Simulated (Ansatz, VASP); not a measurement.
One calculation of Te, two programs

```
Te
1.0
     2.29043    1.32238    1.67960
    -2.29043    1.32238    1.67960
     0.00000   -2.64476    1.67960
Te
1
Direct
  0.50000 0.50000 0.50000
```

Change from the starting cell: volume scaled by 0.98.

Alike in both runs: task single point; functional LDA; k mesh 9 × 9 × 9; occupations fermi-dirac, width 0.05 eV; no spin polarisation.

```csv
,VASP,Ansatz
version,VASP 6.6.1,Ansatz 0.2.0
potentials or method,"VASP PAW LDA potentials, release 64 (Te), cutoff 520 eV","all-electron LAPW, scalar-relativistic"
```

```csv
,VASP,Ansatz,Ansatz less VASP
gap on the k mesh at the Fermi level (eV),none,none,-
pressure (GPa),0.2,0.1,-0.07
largest component of the traceless stress (GPa),0.04,0.07,+0.031
```

A gap of «none» marks a metal or a gap that the smearing closes. Ansatz ran all-electron here, so the differences hold the error of VASP's frozen core and of both bases.

The runs have no spin-orbit coupling, so splittings on Te are missing.
